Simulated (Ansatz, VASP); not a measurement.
**One calculation of Se, two programs**

```
CELL_PARAMETERS angstrom
3.82313 0.00000 0.00000
-1.91157 3.31093 0.00000
0.00000 0.00000 6.05632
ATOMIC_POSITIONS crystal
Se 0.66667 0.33333 0.69591
Se 0.66667 0.33333 0.30409
Se 0.00000 0.00000 0.00000
```

Alike in both runs: functional PBE; k mesh 6 × 6 × 4; occupations gaussian, width 0.1 eV; no spin polarisation.

Ansatz relaxed the structure, and its values are those at the end. VASP's run is a single point on that final structure, the one shown.

|  | VASP | Ansatz |
| --- | --- | --- |
| version | VASP 6.6.1 | Ansatz 0.2.0 |
| potentials or method | VASP PAW PBE potentials, release 64 (Se) | scalar-relativistic, plane waves, PAW |
| plane-wave cutoff (eV) | 520 | 420 |
| valence electrons in the cell | 18 | 48 |

Ansatz gave:

| Property | Result |
| --- | --- |
| gap on the k mesh at the Fermi level (eV) | none |
| pressure (GPa) | 0.2 |
| rms of the force components (eV/Å) | 0.003 |

Question: Estimate VASP's values.

Answer: gap on the k mesh at the Fermi level (eV): none; pressure (GPa): 0.3; rms of the force components (eV/Å): 0.010.

A gap of «none» marks a metal or a gap that the smearing closes. The functional is the same, so the differences come from potentials, cutoffs and numerics. The two sets of potentials don't hold the same shells in valence.
